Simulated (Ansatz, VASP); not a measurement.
## Two plane-wave programs on BaZrO3

The input INCAR:

```
PREC = Accurate
ENCUT = 600
EDIFF = 1E-7
ISMEAR = 0
SIGMA = 0.02
LREAL = F
LASPH = T
NELM = 100
ALGO = Fast
ISIF = 3
LWAVE = F
LCHARG = F
GGA = PE
IBRION = 2
NSW = 100
EDIFFG = -0.005
```

Contents of KPOINTS:

```
regular mesh
0
Gamma
  6 6 6
```

POSCAR

```
BaZrO3
1.0
    4.2052011123      0.0000000000      0.0000000000
    0.0000000000      4.2052011123      0.0000000000
    0.0000000000      0.0000000000      4.2052011123
Ba Zr O
1 1 3
Direct
    0.5000000000      0.5000000000      0.5000000000
    0.0000000000      0.0000000000      0.0000000000
    0.5000000000      0.0000000000      0.0000000000
    0.0000000000      0.5000000000      0.0000000000
    0.0000000000      0.0000000000      0.5000000000
```

Input for Ansatz:

```yaml
crystal:
  lattice:
    - [4.2052011123, 0.0, 0.0]
    - [0.0, 4.2052011123, 0.0]
    - [0.0, 0.0, 4.2052011123]
  atoms:
    - { symbol: Ba, position: [0.5, 0.5, 0.5] }
    - { symbol: Zr, position: [0.0, 0.0, 0.0] }
    - { symbol: O, position: [0.5, 0.0, 0.0] }
    - { symbol: O, position: [0.0, 0.5, 0.0] }
    - { symbol: O, position: [0.0, 0.0, 0.5] }
basis:
  ecutwfc: 420
kpoints:
  mp_grid: { grid: [6, 6, 6] }
hamiltonian:
  xc: pbe
scf:
  occupations: { method: gaussian, width: 0.02 }
output:
  forces: true
  stress: true
  eigenvalues: true
  write_density: true
  write_potential: true
  elf: true
  volumetric_format: npy
relax:
  adjacent_minimum: "off"
  f_tol: 0.005
  max_steps: 80
  cell: { stress_tol: 0.05 }
```

Alike in both runs: task relaxation of cell and atoms; functional PBE; k mesh 6 × 6 × 6; occupations gaussian, width 0.02 eV; no spin polarisation.

```csv
,VASP,Ansatz
version,VASP 6.6.1,Ansatz 0.2.0
potentials or method,"VASP PAW PBE potentials, release 64 (Ba_sv, Zr_sv, O)","scalar-relativistic, plane waves, PAW"
plane-wave cutoff (eV),600,420
valence electrons in the cell,40,40
```

```tsv
	VASP	Ansatz	Ansatz less VASP
gap on the k mesh at the Fermi level, each at its own relaxed structure (eV)	3.12	3.18	+0.059
relaxed volume (Å³/atom)	15.19	15.11	-0.083
relaxed cell length with the largest relative difference (Å)	4.235	4.227	-0.0077
energy change over the relaxation (meV/atom)	-3	-2	+1.4
```

Caveats: spin-orbit coupling is left out, which moves the levels of the heavy elements. As with any semilocal functional, this PBE gap is likely too small. Zero-point motion and thermal expansion aren't in these numbers.
